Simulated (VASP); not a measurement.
Input of a VASP 6.6.1 run:

INCAR

```
SYSTEM = InPd
  PREC = Accurate
  ENCUT = 600
  EDIFF = 1E-6
  ISMEAR = -1
  SIGMA = 0.05
  LREAL = .FALSE.
  LASPH = .TRUE.
  NELM = 80
  ALGO = Normal
  ISIF = 3
  LWAVE = .FALSE.
  LCHARG = .FALSE.
  GGA = PE
  IVDW = 11
  IBRION = 2
  NSW = 60
  EDIFFG = -0.01
```

File KPOINTS:

```
Automatic mesh
0
G
  8 8 8
  0 0 0
```

POSCAR

```
InPd
1.0
    3.2718847800      0.0000000000      0.0000000000
    0.0000000000      3.2718847800      0.0000000000
    0.0000000000      0.0000000000      3.2718847800
In Pd
1 1
Direct
    0.0000000000      0.0000000000      0.0000000000
    0.5000000000      0.5000000000      0.5000000000
```

Potentials or basis: VASP PAW PBE potentials, release 64 (In_d, Pd).

Launch:

```sh
$ cat potpaw_PBE.64/In_d/POTCAR potpaw_PBE.64/Pd/POTCAR > POTCAR
$ mpirun -np 1 vasp_std > vasp.out
```

**Question.** Estimate the relaxed cell.

**Answer.** a = 3.268 Å, b = 3.268 Å, c = 3.268 Å, α = 90.00°, β = 90.00°, γ = 90.00°.

**Question.** Estimate the band gap on the k mesh.

**Answer.** None (metal or under the smearing width).

**Question.** Estimate the space group after relaxing (to 0.05 Å).

**Answer.** Pm-3m (No. 221).

Final structure:
```
In Pd
1.0
     3.26790    0.00000    0.00000
     0.00000    3.26790    0.00000
     0.00000    0.00000    3.26790
In Pd
1 1
Direct
  0.00000 0.00000 0.00000
  0.50000 0.50000 0.50000
```
